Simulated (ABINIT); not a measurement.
Here is an ABINIT 10.8.3 (patched build) calculation.

The input run.abi:

```
ndtset 2

pp_dirpath "./"
pseudos "Ga.GGA_PBE-JTH.xml, N.GGA_PBE-JTH.xml"

acell 3*1.0 Angstrom
rprim
     0.0000000000     2.2535006075     2.2535006075
     2.2535006075     0.0000000000     2.2535006075
     2.2535006075     2.2535006075     0.0000000000
ntypat 2
znucl 31 7
natom 2
typat 1 2
xred
     0.0000000000     0.0000000000     0.0000000000
     0.2500000000     0.2500000000     0.2500000000

ecut 25.0
pawecutdg 47.0

ixc 14

occopt 3
tsmear 0.05 eV

nstep 100

iomode 3
prtwf 0
prteig 0
prtebands 0
enunit 1
prtden1 1
prtvha1 1
prtvclmb1 1
prtpot1 1

kptopt1 1
ngkpt1 10 10 10
nshiftk1 1
shiftk1 0.0 0.0 0.0
nband1 13
tolvrs1 1.0e-9

iscf2 -2
getden2 1
nband2 17
nbdbuf2 2
tolwfr2 1.0e-12
kptopt2 -9
ndivsm2 8
prteig2 1
kptbounds2
     0.0000000000     0.0000000000     0.0000000000
     0.5000000000     0.0000000000     0.5000000000
     0.5000000000     0.2500000000     0.7500000000
     0.3750000000     0.3750000000     0.7500000000
     0.0000000000     0.0000000000     0.0000000000
     0.5000000000     0.5000000000     0.5000000000
     0.6250000000     0.2500000000     0.6250000000
     0.5000000000     0.2500000000     0.7500000000
     0.5000000000     0.5000000000     0.5000000000
     0.3750000000     0.3750000000     0.7500000000
```

Potentials or basis: JTH PAW PBE v2.0.

The run is started by

```console
$ abinit run.abi > log 2>&1
```

**Question.** Predict the band gap on the k mesh.

**Answer.** 1.73 eV, direct.

Levels at the corners of the path, in eV from the valence-band top:
| point | band 6 | band 7 | band 8 | band 9 | band 10 | band 11 | band 12 | band 13 |
| --- | --- | --- | --- | --- | --- | --- | --- | --- |
| Γ | -13.14 | 0.00 | 0.00 | 0.00 | 1.73 | 10.35 | 10.35 | 10.35 |
| X | -11.49 | -6.10 | -2.70 | -2.70 | 3.38 | 6.72 | 11.78 | 14.02 |
| W | -11.21 | -5.67 | -3.68 | -3.63 | 6.25 | 8.43 | 10.30 | 11.19 |
| K | -11.33 | -5.84 | -4.24 | -2.17 | 5.03 | 7.90 | 11.14 | 12.88 |
| Γ | -13.14 | 0.00 | 0.00 | 0.00 | 1.73 | 10.35 | 10.35 | 10.35 |
| L | -11.91 | -7.01 | -0.97 | -0.97 | 4.68 | 8.77 | 10.39 | 10.39 |
| U | -11.33 | -5.84 | -4.24 | -2.17 | 5.03 | 7.90 | 11.14 | 12.88 |
| W | -11.21 | -5.67 | -3.68 | -3.63 | 6.25 | 8.43 | 10.30 | 11.19 |
| L | -11.91 | -7.01 | -0.97 | -0.97 | 4.68 | 8.77 | 10.39 | 10.39 |
| K | -11.33 | -5.84 | -4.24 | -2.17 | 5.03 | 7.90 | 11.14 | 12.88 |

**Experimental background.**

From a printed reference work, textbook, for a bulk crystal of GaN at 0 K: band gap 3.299 eV (direct).

Measured gap of GaN: 3.299 eV (direct; 0 K; a printed reference work, textbook). This calculation gives 1.73 eV (-1.57 eV). Spin-orbit coupling on Ga is left out. The value is that of revPBE, without temperature or zero-point motion. Semilocal functionals fall short of measured gaps as a rule. The cell is a database's relaxed one, not the measured one, which moves gaps too.
